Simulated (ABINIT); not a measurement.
RbBr:

```
Rb Br
1.0
     0.00000    3.42700    3.42700
     3.42700    0.00000    3.42700
     3.42700    3.42700    0.00000
Rb Br
1 1
Direct
  0.00000 0.00000 0.00000
  0.50000 0.50000 0.50000
```

Base run:

| Item | Value |
| --- | --- |
| Program | ABINIT 10.8.3 (patched build) |
| Functional | PBE |
| Potentials or basis | SG15 NC PBE v1.2 |
| Cutoff | 381 eV |
| k mesh | 4 × 4 × 4 |
| Occupations | fixed |
| Spin | no spin polarisation |

Its results: band gap on the k mesh 4.35 eV, direct; pressure 1.0 GPa.

Problem. The run is repeated on the same cell with these changes: functional from PBE to HSE06. What comes out?

Solution. Band gap on the k mesh 5.41 eV, direct; pressure 0.7 GPa.

HSE06 gives the wider gap, since exact exchange removes part of the self-interaction.

Caveats: Libxc's HSE differs a little from that of other programs (some runs); the potentials were made for another functional, which shifts forces and pressure (some runs).

